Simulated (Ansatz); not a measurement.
# Al₂Ru: what symmetry allows forces and stress to be

```
Al Ru
1.0
    -1.53297    1.53297    4.40085
     1.53297   -1.53297    4.40085
     1.53297    1.53297   -4.40085
Al Ru
2 1
Direct
  0.64279 0.64279 0.00000
  0.35191 0.35191 0.00000
  0.00530 0.00530 0.00000
```

Computed with Ansatz, DFT PBEsol, scalar-relativistic, plane waves, PAW.

Cutoff 420 eV; k points 16×16×16 on the computed 3-atom cell (Γ-centred); Gaussian smearing, width 0.10 eV; no spin polarisation.

This distorted cell has space group I4mm, with 8 operations.

Question: Without a calculation: in which directions can each atom feel a force?

Answer: A force must be left unchanged by every operation that keeps its atom in place, so it lies in the space that those operations leave fixed. Atoms that the group maps onto each other feel forces of one size.
```csv
atom,site symmetry,operations at the site,equivalent to atom,allowed force (Cartesian)
Al1,4mm,8,1,"along (0.00, 0.00, 1.00)"
Al2,4mm,8,2,"along (0.00, 0.00, 1.00)"
Ru3,4mm,8,3,"along (0.00, 0.00, 1.00)"
```

That leaves 3 independent force components of 9, tied by 1 condition that the forces sum to zero, so 2 remain. A relaxation in this cell that keeps the symmetry moves the atoms in these directions alone.

Question: And the stress tensor?

Answer: It must be invariant under the point group, which leaves 2 independent components: yz, xz, xy vanish; xx = yy.

Question: Do the computed values obey this?

Answer: Yes. Forces (eV/Å):
```
Al1  0.000  0.000  2.065
Al2  0.000  0.000 -1.473
Ru3  0.000  0.000 -0.592
```

Stress (GPa, compression positive, xx yy zz yz xz xy): 4.30 4.30 4.17 0.00 0.00 0.00. The program imposes the same operations on density, forces and stress, so this confirms the analysis and is no independent test of the calculation.